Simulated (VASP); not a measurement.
Here is a VASP 6.6.1 calculation.

INCAR

```
SYSTEM = CuCl
PREC = Accurate ; ENCUT = 600
EDIFF = 1E-7 ; ISMEAR = 0
SIGMA = 0.03 ; LREAL = .FALSE.
LASPH = .TRUE. ; NELM = 80
ALGO = Normal ; ISIF = 3
LWAVE = .FALSE. ; LCHARG = .FALSE.
GGA = PS ; IBRION = 2
NSW = 90 ; EDIFFG = -0.005
```

The input KPOINTS:

```
regular mesh
0
G
  10 10 10
  0 0 0
```

Contents of POSCAR:

```
CuCl                                    
1.0
   -0.0000000000      2.6497729766      2.6497729766
    2.6497729766      0.0000000000      2.6497729766
    2.6497729766      2.6497729766      0.0000000000
  Cu              Cl            
     1     1
Direct
     0.0000000000000000    0.0000000000000000    0.0000000000000000
     0.2500000000000000    0.2500000000000000    0.2500000000000000
```

Potentials or basis: VASP PAW PBE potentials, release 64 (Cu, Cl).

Launch:

```bash
$ cat potpaw_PBE.64/Cu/POTCAR potpaw_PBE.64/Cl/POTCAR > POTCAR
$ mpirun -np 1 vasp_std > vasp.out
```

(1) What does it give for the band gap on the k mesh?

## Answers

(1) 0.55 eV, direct.

Caveat: the relaxation stopped at its first step, so nothing moved.
